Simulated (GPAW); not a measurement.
Ge:

```xyz
2
Lattice="0.0000 2.8289 2.8289 2.8289 0.0000 2.8289 2.8289 2.8289 0.0000" Properties=species:S:1:pos:R:3 pbc="T T T"
Ge    4.2434    4.2434    4.2434
Ge    2.8289    2.8289    2.8289
```

| Quantity | Value |
| --- | --- |
| Program | GPAW 26.7.0 |
| Task | relaxation of cell and atoms |
| Functional | RPBE |
| Dispersion | D3(BJ) |
| Potentials or basis | the program's PAW data sets (release 1.2.1) made for this functional |
| Cutoff | 600 eV |
| Basis | pw |
| k mesh | 8 × 8 × 8 |
| Occupations | fermi-dirac, width 0.05 eV |
| Spin | no spin polarisation |

At the start: pressure -4.0 GPa; volume 22.64 Å³/atom.

Q: Where does the relaxation end?

A: Over 4 steps the energy falls by 17.4 meV/atom and the volume is 21.33 Å³/atom (-5.8 %); space group Fd-3m (No. 227, to 0.05 Å).

Step by step:
```
step  energy change (eV)  largest force (eV/Å)  pressure (GPa)  volume (Å³)
   1              0.0000                0.0000           -4.01        45.28
   2             -0.0125                0.0000           -3.32        44.73
   3             -0.0344                0.0000            0.51        42.37
   4             -0.0348                0.0000           -0.04        42.67
```

Final structure:
```
CELL_PARAMETERS angstrom
0.00000 2.77347 2.77347
2.77347 0.00000 2.77347
2.77347 2.77347 0.00000
ATOMIC_POSITIONS crystal
Ge 0.75000 0.75000 0.75000
Ge 0.50000 0.50000 0.50000
```

The cell as given is a measured one (22.64 Å³/atom); RPBE+D3(BJ) puts the equilibrium volume -5.8 % from it, thermal expansion not counted.

Caveat: later steps reuse the first step's grids.
